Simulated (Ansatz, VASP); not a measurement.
**One calculation of Zn, two programs**

File INCAR:

```
SYSTEM = Zn
ALGO = Normal ; EDIFF = 1E-7
ENCUT = 520 ; GGA = PS
ISIF = 2 ; ISMEAR = -1
LASPH = .True. ; LCHARG = .False.
LREAL = .False. ; LWAVE = .False.
NBANDS = 12 ; NELM = 100
PREC = Accurate ; SIGMA = 0.15
```

KPOINTS

```
k-points
0
Gamma
  12 12 12
  0 0 0
```

POSCAR

```
Zn
1.0
    0.0000000000      1.9647760000      1.9647760000
    1.9647760000      0.0000000000      1.9647760000
    1.9647760000      1.9647760000      0.0000000000
Zn
1
Direct
    0.0000000000      0.0000000000      0.0000000000
```

The input input.yaml:

```yaml
crystal:
  lattice:
    - [0.0, 1.964776, 1.964776]
    - [1.964776, 0.0, 1.964776]
    - [1.964776, 1.964776, 0.0]
  atoms:
    - { symbol: Zn, position: [0.0, 0.0, 0.0] }
hamiltonian:
  xc: pbesol
  pseudopotentials: { kind: paw, source: ansatz }
kpoints:
  mp_grid: { grid: [12, 12, 12] }
scf:
  occupations: { method: fermi_dirac, width: 0.15 }
  initial_density: { chi_scale: 0.0 }
output:
  forces: true
  stress: true
  eigenvalues: true
  write_density: true
  write_potential: true
  elf: true
  volumetric_format: npy
```

This isn't the form of Zn at room conditions, which is hcp.

Alike in both runs: functional PBEsol; k mesh 12 × 12 × 12; occupations fermi-dirac, width 0.15 eV; no spin polarisation.

```csv
,VASP,Ansatz
version,VASP 6.6.1,Ansatz 0.2.0
potentials or method,"VASP PAW PBE potentials, release 64 (Zn)",Ansatz PAW earlier set
plane-wave cutoff (eV),520,660
valence electrons in the cell,12,20
task,single point,electron localisation function
```

```csv
,VASP,Ansatz,Ansatz less VASP
gap on the k mesh at the Fermi level (eV),none,none,-
pressure (GPa),-4.7,-5.0,-0.31
```

A gap of «none» marks a metal or a gap that the smearing closes. With one functional, cell and mesh, what is left measures potentials, basis and numerics. The two sets of potentials don't hold the same shells in valence.

Caveats: the PAW data sets were made with another functional, which shifts forces and pressure a little (VASP); the PAW data sets come from PBE, with cores solved anew for the run's functional, which leaves a small shift of forces and pressure (Ansatz).
